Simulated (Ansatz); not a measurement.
Computed with DFT PBE, scalar-relativistic, plane waves, PAW (Ansatz 0.2.0). All cells share a 420 eV cutoff and Γ-centred k meshes spaced at most about 0.3 Å⁻¹ (about 0.25 or finer for metals, 2π included). No spin polarisation.

Each guess is relaxed in cell and atoms at zero pressure, on a coarse mesh first where it starts far from rest and then on a converged one. The steps can't lower the symmetry of the start, but it can rise. Energies are static (0 K, no zero-point motion).

This guess for TaSi2 isn't its lowest structure:

```
CELL_PARAMETERS angstrom
0.00000 3.13475 3.13475
3.13475 0.00000 3.13475
3.13475 3.13475 0.00000
ATOMIC_POSITIONS crystal
Ta 0.00000 0.00000 0.00000
Si 0.25000 0.25000 0.25000
Si 0.75000 0.75000 0.75000
```

Question: What does it relax into?

Answer: Fm-3m at 20.5 Å³/atom → Fm-3m (fluorite type) at 18.5 Å³/atom. Conventional cell: a = 6.060 Å. Ta is surrounded by 8 Si at 2.62 Å; Si has 4 Ta at 2.62 Å and 6 Si at 3.03 Å.

```yaml
crystal:
  lattice:
    - [0.00000, 3.03003, 3.03003]
    - [3.03003, 0.00000, 3.03003]
    - [3.03003, 3.03003, 0.00000]
  atoms:
    - { symbol: Ta, position: [0.00000, 0.00000, 0.00000] }
    - { symbol: Si, position: [0.25000, 0.25000, 0.25000] }
    - { symbol: Si, position: [0.75000, 0.75000, 0.75000] }
```

Question: Compare it with the lowest TaSi2 structure at this level.

Answer: It lies 0.91 eV/atom above the lowest of the 17 forms computed, a structure that the Crystallography Open Database (COD) lists. Space group P6_422 (No. 181), hexagonal, a = 4.806 Å, c = 6.597 Å. Ta is surrounded by 10 Si at 2.62–2.84 Å and 4 Ta at 3.26 Å; Si has 3 Si at 2.57–2.64 Å, 5 Ta at 2.62–2.84 Å, 2 Si at 2.84 Å, 2 Si at 3.18 Å and 2 Si at 3.34 Å. That form has 14.7 Å³/atom and no gap on its mesh, nor has the guess's end. Counting Si atoms around Ta (those within 1.25 times the shortest such distance or 1.15 times the sum of covalent radii, 1.27 where that leaves under three), the guess's end has Ta 8 and the lowest form has Ta 10.

Spin–orbit coupling, which can matter for Ta, is left out. Some structure types and database cells were kept out of the candidates from the start, so a known form may be missing.

The relaxation only shrinks the fluorite cell and leaves its structure type unchanged, far above a hexagonal form of the C40 type, the structure known for TaSi2. The shortest Ta–Si distance is 2.62 Å in both, so the energy difference doesn't come from a shorter closest contact. The hexagonal form instead gives Ta more Si neighbours and brings Si atoms to 2.57–2.64 Å from one another, longer than a normal single bond but close enough for some Si–Si bonding. In fluorite the nearest Si atoms are 3.03 Å apart, where such overlap is weak.

Electron count probably matters too. Fluorite disilicides are familiar from late 3d metals such as Co and Ni, whose d shells are much fuller, whereas a group 5 metal probably fills the bands of this framework less favourably. Since fluorite is also the bulkier form, moderate compression should add to its disadvantage. Whether it is a true local minimum or would distort spontaneously remains open without its phonons.
